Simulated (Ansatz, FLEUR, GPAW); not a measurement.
Fitting the LDA energy curve of MgS

Space group F-43m (No. 216). a = 5.666 Å, b = 5.666 Å, c = 5.666 Å, α = 90.00°, β = 90.00°, γ = 90.00°
```
atom  site  symmetry       x       y       z
   S    4d      -43m  0.2500  0.2500  0.7500
  Mg    4a      -43m  0.0000  0.0000  0.0000
```

The cell comes from a database or a generator and needn't be the stable form of this composition.

The cell was scaled at fixed shape and fractions and run with Ansatz, Ansatz PAW, cutoff 420 eV; LDA, k mesh 8 × 8 × 8 on the cell of 2 atoms, fermi-dirac occupations of 0.05 eV, no spin polarisation, no spin-orbit coupling. The potentials were made for PBE. Energies are those that the program minimises, any entropy of the smearing included.

| V (Å³/atom) | energy over the lowest row (meV/atom) |
| --- | --- |
| 21.3758 | 2.29 |
| 21.8306 | 0.00 |
| 22.2854 | 1.38 |
| 22.7402 | ? |
| 23.1950 | 13.73 |
| 23.6498 | 24.08 |
| 24.1046 | 36.83 |

Question: Fit the third-order Birch-Murnaghan form, give V0, B0 and B′, and predict the energy left open.

Answer: With y = (V0/V)^(2/3), E = E0 + (9 V0 B0/16) [(y - 1)³ B′ + (y - 1)² (6 - 4y)]. Least squares through the rows shown give V0 = 21.8792 Å³/atom, E0 = -0.02 meV, B0 = 61.51 GPa (1 eV/Å³ = 160.218 GPa) and B′ = 4.09, with a largest miss of 0.01 meV. At V = 22.7402 the form with these constants gives 6.07 meV; the run gave 6.07 meV an atom. Other set-ups at this level, from all their volumes (Å³/atom, GPa): FLEUR, all-electron, FLAPW: V0 21.877, B0 61.6; GPAW, the program's PAW data sets (release 1.2.1) made for this functional: V0 21.891, B0 61.55; Ansatz, all-electron LAPW, scalar-relativistic: V0 21.889, B0 61.54.

The fit reproduces the omitted energy, but since that point lies inside the sampled range, this confirms a smooth curve rather than the accuracy of the functional. The more telling check is the agreement with the all-electron results in both volume and bulk modulus. It suggests that the mismatch between potential and functional hardly affects the valence response here, plausibly because the Mg and S cores stay nearly inert over these strains.

The minimum lies well below the volume of the supplied cell, in the direction expected from LDA's usual overbinding if that cell came from experiment or a gradient-corrected calculation. The modest stiffness fits an open tetrahedral network of strongly polar bonds, with charge moved from Mg 3s to the large, compressible S 3p shell. The positive B′ reflects short-range repulsion that steepens as the ions are pushed together. With only two volumes below the fitted minimum, and both close to it, the curve doesn't test the stiffening under strong compression.
